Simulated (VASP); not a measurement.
# Cu (Fm-3m) in VASP: further runs

The runs below take Cu through relaxation of cell and atoms, with PBE+D3(BJ), PBE+D4, PBE+rVV10, PBE+TS.

All numbers are computed with VASP 6.6.1; they aren't measurements. Logs are shortened: lines on timing, memory, paths and dates and some standing lists are left out, and cuts for length are marked.

### 1 The crystal as given

Symmetry: Fm-3m, No. 225, cubic system. The conventional cell has a = 3.615 Å, b = 3.615 Å, c = 3.615 Å, α = 90.00°, β = 90.00°, γ = 90.00°. Cu (site symmetry m-3m) is surrounded by 12 Cu at 2.56 Å.

### 2 Relaxation of cell and atoms, PBE+D3(BJ)

File INCAR:

```
SYSTEM = Cu
ALGO = Normal
EDIFF = 1E-6
EDIFFG = -0.01
ENCUT = 600
GGA = PE
IBRION = 2
ISIF = 3
ISMEAR = -1
IVDW = 12
LASPH = .True.
LCHARG = .False.
LREAL = .False.
LWAVE = .False.
NELM = 80
NSW = 60
PREC = Accurate
SIGMA = 0.05
```

File KPOINTS:

```
k-points
0
Gamma
  13 13 13
  0 0 0
```

File POSCAR:

```
Cu
1.0
    0.0000000000      1.8075000000      1.8075000000
    1.8075000000      0.0000000000      1.8075000000
    1.8075000000      1.8075000000      0.0000000000
Cu
1
Direct
    0.0000000000      0.0000000000      0.0000000000
```

Potentials or basis: VASP PAW PBE potentials, release 64 (Cu).

Run with:

```
$ cat potpaw_PBE.64/Cu/POTCAR > POTCAR
$ mpirun -np 1 vasp_std > vasp.out
```

OUTCAR:

```text
SYSTEM = Cu
   EDIFF = 1E-6
   EDIFFG = -0.01
   ENCUT = 600
   GGA = PE
   IBRION = 2
   ISIF = 3
   ISMEAR = -1
   IVDW = 12
   LASPH = .True.
   LREAL = .False.
   NELM = 80
   NSW = 60
   PREC = Accurate
 IVDW          = 12

 ion  position               nearest neighbor table
   1  0.000  0.000  0.000-

  LATTYP: Found a face centered cubic cell.
 ALAT       =     3.6150000000

  Lattice vectors:

 A1 = (   0.0000000000,   1.8075000000,   1.8075000000)
 A2 = (   1.8075000000,   0.0000000000,   1.8075000000)
 A3 = (   1.8075000000,   1.8075000000,   0.0000000000)

Analysis of symmetry for initial positions (statically):
=====================================================================
 Subroutine PRICEL returns:
 Original cell was already a primitive cell.

 Routine SETGRP: Setting up the symmetry group for a
 face centered cubic supercell.

 Subroutine GETGRP returns: Found 48 space group operations
 (whereof 48 operations were pure point group operations)
 out of a pool of 48 trial point group operations.

The static configuration has the point symmetry O_h .

Analysis of symmetry for dynamics (positions and initial velocities):
=====================================================================
 Subroutine PRICEL returns:
 Original cell was already a primitive cell.

 Routine SETGRP: Setting up the symmetry group for a
 face centered cubic supercell.

 Subroutine GETGRP returns: Found 48 space group operations
 (whereof 48 operations were pure point group operations)
 out of a pool of 48 trial point group operations.

The dynamic configuration has the point symmetry O_h .

 Subroutine INISYM returns: Found 48 space group operations
 (whereof 48 operations are pure point group operations),
 and found     1 'primitive' translations

----------------------------------------------------------------------------------------

                                     Primitive cell

  volume of cell :      11.8104

  direct lattice vectors                    reciprocal lattice vectors
     0.000000000  1.807500000  1.807500000    -0.276625173  0.276625173  0.276625173
     1.807500000  0.000000000  1.807500000     0.276625173 -0.276625173  0.276625173
     1.807500000  1.807500000  0.000000000     0.276625173  0.276625173 -0.276625173

  length of vectors
     2.556191014  2.556191014  2.556191014     0.479128854  0.479128854  0.479128854

  position of ions in fractional coordinates (direct lattice)
     0.000000000  0.000000000  0.000000000

  ion indices of the primitive-cell ions
   primitive index   ion index
                 1           1

----------------------------------------------------------------------------------------

 KPOINTS: k-points

Automatic generation of k-mesh.
 Grid dimensions read from file:
 generate k-points for:   13   13   13

 Generating k-lattice:

  Cartesian coordinates                     Fractional coordinates (reciprocal lattice)
    -0.021278859  0.021278859  0.021278859     0.076923077  0.000000000  0.000000000
     0.021278859 -0.021278859  0.021278859     0.000000000  0.076923077  0.000000000
     0.021278859  0.021278859 -0.021278859     0.000000000  0.000000000  0.076923077

  Length of vectors
     0.036856066  0.036856066  0.036856066

  Shift w.r.t. Gamma in fractional coordinates (k-lattice)
     0.000000000  0.000000000  0.000000000

 Subroutine IBZKPT returns following result:
 ===========================================

 Found     84 irreducible k-points:

 Following reciprocal coordinates:
            Coordinates               Weight
  0.000000  0.000000  0.000000      1.000000
  0.076923  0.000000  0.000000      8.000000
  0.153846  0.000000  0.000000      8.000000
  0.230769  0.000000  0.000000      8.000000
  0.307692  0.000000  0.000000      8.000000
  0.384615  0.000000  0.000000      8.000000
[... 16 lines left out ...]
  0.384615  0.153846  0.000000     24.000000
  0.461538  0.153846  0.000000     24.000000
 [... further k-points ...]
   k-points           NKPTS =     84   k-points in BZ     NKDIM =     84   number of bands    NBANDS=      9
   number of dos      NEDOS =    301   number of ions     NIONS =      1
   total plane-waves  NPLWV =   8000
   dimension x,y,z NGX =    20 NGY =   20 NGZ =   20
   dimension x,y,z NGXF=    40 NGYF=   40 NGZF=   40
   ions per type =               1
   NGX,Y,Z   is equivalent  to a cutoff of  13.01, 13.01, 13.01 a.u.
   NGXF,Y,Z  is equivalent  to a cutoff of  26.01, 26.01, 26.01 a.u.
 SYSTEM =  Cu
   PREC   = accura    normal or accurate (medium, high low for compatibility)
   ISTART =      0    job   : 0-new  1-cont  2-samecut
   ICHARG =      2    charge: 1-file 2-atom 10-const
   ISPIN  =      1    spin polarized calculation?
   LNONCOLLINEAR =      F non collinear calculations
   LSORBIT =      F    spin-orbit coupling
   LASPH  =      T    aspherical Exc in radial PAW
   ENCUT  =  600.0 eV  44.10 Ry    6.64 a.u.   5.11  5.11  5.11*2*pi/ulx,y,z
   NELM   =     80;   NELMIN=  2; NELMDL= -5     # of ELM steps
   EDIFF  = 0.1E-05   stopping-criterion for ELM
   LREAL  =      F    real-space projection
   EDIFFG = -.1E-01   stopping-criterion for IOM
   NSW    =     60    number of steps for IOM
   IBRION =      2    ionic relax: 0-MD 1-quasi-New 2-CG
   NFREE  =      1    steps in history (QN), initial steepest desc. (CG)
   ISIF   =      3    stress and relaxation
   ISYM   =      2    0-nonsym 1-usesym 2-fastsym
   POTIM  = 0.5000    time-step for ionic-motion
   TEBEG  =    0.0;   TEEND  =   0.0 temperature during run
   PSTRESS=    0.0 pullay stress
   NELECT =      11.0000    total number of electrons
   NUPDOWN=      -1.0000    fix difference up-down
   EMIN   =  10.00;   EMAX   =-10.00  energy-range for DOS
   EFERMI =   0.00;   METHOD = LEGACY
   ISMEAR =    -1;   SIGMA  =   0.05  broadening in eV -4-tet -1-fermi 0-gaus
   EFERMI_NEDOS =   21; number of points for ismear=-14 and -15
   IALGO  =     38    algorithm
   IMIX   =      4    mixing-type and parameters
     AMIX     =   0.40;   BMIX     =  1.00
     AMIX_MAG =   1.60;   BMIX_MAG =  1.00
  volume/ion in A,a.u.               =      11.81        79.70
  Fermi-wavevector in a.u.,A,eV,Ry     =   1.598763  3.021224 34.777078  2.556043
  Thomas-Fermi vector in A             =   2.696162
   LORBIT       =      0    0 simple, 1 ext, 2 COOP (PROOUT), +10 PAW based schemes
   GGA     = PE    functional components
   LHFCALC =     F    Hartree Fock is set to
   AEXX    =    0.0000 exact exchange contribution
   IVDW    =    12    specifies the selected vdW correction
   LEPSILON=     F    determine dielectric tensor
   LRPA    =     F    only Hartree local field effects (RPA)
 conjugate gradient relaxation of ions
 non-spin polarized calculation
  energy-cutoff  :      600.00
  volume of cell :       11.81
 maximum number of plane-waves:       411
   NGX = 11   NGY = 11   NGZ = 11

--------------------------------------- Ionic step        1  -------------------------------------------

 number of electron      11.0000001 magnetization

 Free energy of the ion-electron system (eV)
  ---------------------------------------------------
  ext. energy  EPLUGINS =         0.00000000
  ---------------------------------------------------
  free energy    TOTEN  =        -3.72855373 eV

  energy without entropy =       -3.72582875  energy(sigma->0) =       -3.72719124

------------------------ aborting loop because EDIFF is reached ----------------------------------------

 Edisp (eV)   -0.58300

 E8    (eV) :    -0.2499

  FORCE on cell =-STRESS in cart. coord.  units (eV):
  Direction    XX          YY          ZZ          XY          YZ          ZX
  --------------------------------------------------------------------------------------
  -------------------------------------------------------------------------------------
  Total      -0.44076    -0.44076    -0.44076    -0.00000    -0.00000    -0.00000
  in kB     -59.79210   -59.79210   -59.79210    -0.00000    -0.00000    -0.00000
  external pressure =      -59.79 kB  Pullay stress =        0.00 kB
[... 59 lines left out ...]
  energy  without entropy=       -4.3145220204  energy(sigma->0) =       -4.31588095

--------------------------------------- Ionic step        3  -------------------------------------------

 number of electron      11.0000013 magnetization

 Free energy of the ion-electron system (eV)
  ---------------------------------------------------
  ext. energy  EPLUGINS =         0.00000000
  ---------------------------------------------------
  free energy    TOTEN  =        -3.71264965 eV

  energy without entropy =       -3.70993547  energy(sigma->0) =       -3.71129256

 E-fermi :   8.2853     XC(G=0): -12.9629

 val. band max:        8.0976909035   @ k =   0.4615   0.2308   0.0000
 cond. band min:       8.3028623179   @ k =   0.4615   0.3077   0.0000
 fundamental gap:      0.2051714144
 Fermi energy:         8.2853260358

 k-point     1 :       0.0000    0.0000    0.0000
  band No.  band energies     occupation
      1      -1.5663      2.00000
      2       4.9388      2.00000
      3       4.9388      2.00000
      4       4.9388      2.00000
      5       5.8136      2.00000
      6       5.8136      2.00000
      7      31.0147      0.00000
      8      33.9763      0.00000
      9      33.9763      0.00000
[... 265 lines left out ...]
 k-point    24 :       0.4615    0.1538    0.0000
  band No.  band energies     occupation
      1       3.0561      2.00000
      2       4.5514      2.00000
      3       4.9449      2.00000
      4       5.2300      2.00000
      5       6.4355      2.00000
      6       7.7573      1.99995
      7      14.3913      0.00000
      8      25.3674      0.00000
      9      26.7863      0.00000

 [... further k-points ...]

------------------------ aborting loop because EDIFF is reached ----------------------------------------

 Edisp (eV)   -0.60803

 E8    (eV) :    -0.2608

  FORCE on cell =-STRESS in cart. coord.  units (eV):
  Direction    XX          YY          ZZ          XY          YZ          ZX
  --------------------------------------------------------------------------------------
  -------------------------------------------------------------------------------------
  Total      -0.00356    -0.00356    -0.00356     0.00000    -0.00000     0.00000
  in kB      -0.50274    -0.50274    -0.50274     0.00000    -0.00000     0.00000
  external pressure =       -0.50 kB  Pullay stress =        0.00 kB
[... 16 lines left out ...]
  FREE ENERGIE OF THE ION-ELECTRON SYSTEM (eV)
  ---------------------------------------------------
  free  energy   TOTEN  =        -4.3206789997 eV

  energy  without entropy=       -4.3179648236  energy(sigma->0) =       -4.31932191

 reached required accuracy - stopping structural energy minimisation
```

It took 16 s on 1 thread of Intel Xeon Platinum 8375C at 2.90GHz (Ice Lake), shared host; peak memory 0.14 GiB.

Results:

```yaml
Free_energy: -4.3207 eV
Relaxed_volume: 11.34 Å³/atom
Relaxed_cell: a = 2.522 Å, b = 2.522 Å, c = 2.522 Å, α = 60.00°, β = 60.00°, γ = 60.00°
Space_group_after_relaxing_to_0.05_Å: Fm-3m (No. 225)
Energy_gained_by_relaxing: 9.1 meV/atom
Ionic_steps: 3
Pressure_after_relaxing: -0.1 GPa
Band_gap_on_the_k_mesh: none (metal or under the smearing width)
Dispersion_energy_per_atom: -0.608 eV
```

The path:
```csv
step,energy change (eV),largest force (eV/Å),pressure (GPa),volume (Å³)
1,0.0000,0.0000,-5.98,11.81
2,-0.0057,0.0000,4.23,11.07
3,-0.0091,0.0000,-0.05,11.34
```

Final structure:
```
Cu
1.0
     0.00000    1.78329    1.78329
     1.78329    0.00000    1.78329
     1.78329    1.78329    0.00000
Cu
1
Direct
  0.00000 0.00000 0.00000
```

Caveat: pairwise dispersion overbinds metals, which lowers pressure and volume.

[end of part 1 of 2]
